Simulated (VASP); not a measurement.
Crystal: BAs.

```
B As
1.0
     0.00000    2.38850    2.38850
     2.38850    0.00000    2.38850
     2.38850    2.38850    0.00000
B As
1 1
Cartesian
  0.0000 0.0000 0.0000
  1.1943 1.1943 1.1943
```

Base run:

- Program: VASP 6.6.1
- Functional: PBE-EpsX
- Potentials or basis: VASP PAW PBE potentials, release 64 (B, As)
- Cutoff: 520 eV
- k mesh: 6 × 6 × 6
- Occupations: gaussian, width 0.03 eV
- Spin: no spin polarisation

Its results: band gap on the k mesh 1.81 eV, indirect (least direct gap 3.88 eV); pressure 1.8 GPa.

The run is repeated on the same cell with these changes: functional from PBE-EpsX to PBE. What comes out?

Band gap on the k mesh 1.27 eV, indirect (least direct gap 3.27 eV); pressure 3.5 GPa.

PBE-EpsX gives the wider gap, since exact exchange removes part of the self-interaction.

Caveats: the PAW data sets were made with another functional, which shifts forces and pressure a little (some runs).

A k mesh can miss the band edges.

Not every run made on this cell is shown here.
